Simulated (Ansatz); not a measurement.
**HfO₂: strain energy, fitted**

HfO₂, P4_2/mnm, a = 4.838 Å, c = 3.220 Å. This isn't the usual stable structure of the compound. Ansatz: r2SCAN, PAW, 500 eV, Γ-centred 6×6×8 mesh on 6 atoms, Gaussian smearing 0.02 eV; no spin polarisation. Series: strain along c alone, the other axes held, atoms relaxed; x is the strain in per cent. y is the free energy over the unstrained cell, V0 = 12.564 Å³/atom.

| x (%) | y (meV/atom) |
| --- | --- |
| -6.0 | ? |
| -4.0 | 32.74 |
| -2.0 | 7.91 |
| 0.0 | 0.00 |
| 2.0 | 7.40 |
| 4.0 | 28.55 |
| 6.0 | 61.91 |

Fit y = c2 x² + c3 x³ to the other rows, turn c2 into a modulus, and predict the missing energy.

Least squares on the rows shown. y = 1.9154 x² − 0.032635 x³. In eV per unit strain² c2 is 19.15; this is C33 with relaxed ions (E = ½ C33 V0 ε²): 2 × 19.15 × 160.2 / (12.564) = 488 GPa. At x = -6.0 the fit asked for gives 76.00 meV/atom. The run gave 76.14 meV/atom, so the fit is 0.14 meV/atom too low, a small miss on the scale of the series.

Spin–orbit coupling is left out, which can shift energies with elements as heavy as these.